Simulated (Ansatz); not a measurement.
# MgO: energy against volume in PBE, exact exchange and the RPA

An exercise on one series of results from a longer session: the logs are not shown, and one member is left open.

Program: Ansatz 0.2.0. PBE orbitals, norm-conserving pseudopotentials, plane waves. No spin polarisation and no zero-point or thermal motion; the cell was built from a prototype and may be hypothetical.

**The structure to begin with**

The cell was relaxed beforehand with r2SCAN; volume changes: +0 %, -5 %, +5 %, -10 %, +10 %.

It is hexagonal, P6_3/mmc (No. 194); a = 2.923 Å, c = 5.092 Å in the conventional setting, 9.42 Å³ an atom. Around Mg lie 6 O at 2.11 Å; around O lie 6 Mg at 2.11 Å.

Structure file:

```
CELL_PARAMETERS angstrom
2.92306 0.00000 0.00000
-1.46153 2.53144 0.00000
0.00000 0.00000 5.09210
ATOMIC_POSITIONS crystal
Mg 0.00000 0.00000 0.00000
Mg 0.00000 0.00000 0.50000
O 0.33333 0.66667 0.25000
O 0.66667 0.33333 0.75000
```

The first run:

Contents of input.yaml:

```yaml
crystal:
  lattice:
    - [2.9230552968, 0.0, 0.0]
    - [-1.4615276484, 2.5314401436, 0.0]
    - [0.0, 0.0, 5.0921016498]
  atoms:
    - { symbol: Mg, position: [0.0, 0.0, 0.0] }
    - { symbol: Mg, position: [0.0, 0.0, 0.5] }
    - { symbol: O, position: [0.3333333333, 0.6666666667, 0.25] }
    - { symbol: O, position: [0.6666666667, 0.3333333333, 0.75] }
kpoints:
  mp_grid: { grid: [6, 6, 2] }
hamiltonian:
  xc: pbe
  pseudopotentials: { kind: nc }
scf:
  occupations: { method: fixed }
output:
  rpa_energy:
    ecut_chi_ladder: [159, 178, 198, 219, 241]
    long_wavelength: optical_limit
basis:
  ecutwfc: 1240.0
```

Among the steps run: The unscaled cell; Volume -5 %; Volume +5 %; Volume -10 %; Volume +10 %.

One table of the session follows, with a row left open; its other results are not shown here.

It belongs to the step «The three curves». Energies in meV/atom from the unscaled cell:

| volume (Å³/atom) | PBE | exact exchange | EXX+RPA | RPA correlation |
| --- | --- | --- | --- | --- |
| 8.478 | 92.6 | 38.5 | 72.2 | 33.7 |
| 8.949 | ? | ? | ? | ? |
| 9.420 | 0.0 | 0.0 | 0.0 | 0.0 |
| 9.891 | -5.7 | 22.4 | 12.3 | -10.1 |
| 10.362 | 8.0 | 64.7 | 32.3 | -32.4 |

Q: Estimate the row for volume (Å³/atom) = 8.949 from the others.

Worked estimate for «PBE». A straight line through the neighbours (8.478, 92.6) and (9.420, 0.0) gives 92.6 + (0.0 − 92.6) × (8.949 − 8.478) / (9.420 − 8.478) = 46.3; a parabola fitted to 3 rows on both sides gives 32.8.

As computed: PBE: 30.4; exact exchange: 2.9; EXX+RPA: 21.5; RPA correlation: 18.6. In «PBE» the line misses by +15.9 and the parabola by +2.4.

To keep in mind: The curve is too rough to resolve B₀ and B₀′ of EXX+RPA; its minimum, near 9.5 Å³/atom, is a rough guide.
